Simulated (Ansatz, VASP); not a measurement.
**One calculation of BaS, two programs**

```
Ba S
1.0
     0.00000    3.21180    3.21180
     3.21180    0.00000    3.21180
     3.21180    3.21180    0.00000
Ba S
1 1
Direct
  0.00000 0.00000 0.00000
  0.50000 0.50000 0.50000
```

The cell was built by a generator and needn't be a form met in nature.

Alike in both runs: task single point; functional HSE06; k mesh 4 × 4 × 4; no spin polarisation.

|  | VASP | Ansatz |
| --- | --- | --- |
| version | VASP 6.6.1 | Ansatz 0.2.0 |
| potentials or method | VASP PAW PBE potentials, release 64 (Ba_sv, S) | plane waves, PAW |
| plane-wave cutoff (eV) | 520 | 420 |
| occupations | gaussian, width 0.01 eV | fixed |
| valence electrons in the cell | 16 | 16 |

|  | VASP | Ansatz | Ansatz less VASP |
| --- | --- | --- | --- |
| gap on the k mesh at the Fermi level (eV) | 3.05 | 3.14 | +0.091 |
| pressure (GPa) | 0.2 | -0.3 | -0.51 |

Ansatz warned: «stress_exchange_threshold_loose».

Caveats: the k mesh is coarse (spacing up to 0.42 Å⁻¹), so the values aren't converged, least of all with exact exchange; the PAW data sets were made with another functional, which shifts forces and pressure a little (VASP); spin-orbit coupling is left out, which moves the levels of the heavy elements. A k mesh can miss the band edges.
